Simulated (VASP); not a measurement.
Data:

```xyz
2
Lattice="0.0000 2.4879 2.4879 2.4879 0.0000 2.4879 2.4879 2.4879 0.0000" Properties=species:S:1:pos:R:3 pbc="T T T"
In     0.0000     0.0000     0.0000
N      1.2440     1.2440     1.2440
```

Computed with revPBE GGA, VASP's PBE PAW potentials (set 64) (plane waves; VASP 6.6.1). Settings: 400 eV cut-off, 15×15×15 Γ-centred mesh shifted by (0.5, 0.5, 0.5), Fermi-Dirac smearing of 0.14 eV, potentials In_d N.

At this cut-off the stress carries a Pulay error, which pulls relaxed volumes low. Unless said otherwise, spin-orbit coupling is left out, though it shifts the bands of the heavy elements here.

Predict the energy per atom (σ→0), pressure, band gap (on the k-mesh) with the smallest direct gap where there is one.

- band gap (on the k-mesh): none (metal, semimetal or under 0.01 eV)
- energy per atom (σ→0): -4.981 eV/atom
- pressure: 6.15 GPa

Only differences to runs with the same potentials and settings are physical.

The structure comes from a computed database's InN entry; how it stands against other phases isn't given here. The cell was not relaxed at this level.
